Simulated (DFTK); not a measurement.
Ag: changing the functional

The cell as given:

It takes space group Fm-3m (No. 225, cubic). Conventional cell: a = 4.085 Å, b = 4.085 Å, c = 4.085 Å, α = 90.00°, β = 90.00°, γ = 90.00°. Ag (site symmetry m-3m) has 12 Ag at 2.89 Å as nearest neighbours.

Kept alike: task relaxation of cell and atoms; k mesh 8 × 8 × 8; occupations fermi-dirac, width 0.05 eV; no spin polarisation. Program: DFTK, SG15 1.2 (PBE), cutoff 1415 eV. The mesh is that of the run's cell of 1 atom. No spin-orbit coupling.

| functional | volume (Å³/atom) |
| --- | --- |
| AM05 | 16.685 |
| BLYP | 19.364 |
| LDA | 15.976 |
| PBE | 17.930 |
| PBEsol | 16.685 |
| WC | 16.782 |
| r2SCAN | 17.277 |

The relaxations keep at least the cell's symmetry (Fm-3m). For a metal such a mesh leaves the last digits unconverged. Relaxations stop with a little pressure left, so the last digits of a volume or edge aren't settled. Runs of this series that gave no sound value for these columns are left out. All rows use potentials made for PBE.

Question: What does the functional change here?

Answer: The volume runs from 15.976 (LDA) to 19.364 Å³/atom (BLYP). From PBE: AM05 -1.245; BLYP +1.434; LDA -1.954; PBEsol -1.245; WC -1.148; r2SCAN -0.653. Measured: 17.05 Å³/atom (arxiv:1608.01376); nearest r2SCAN, 0.23 Å³/atom off. The runs are for a static lattice.
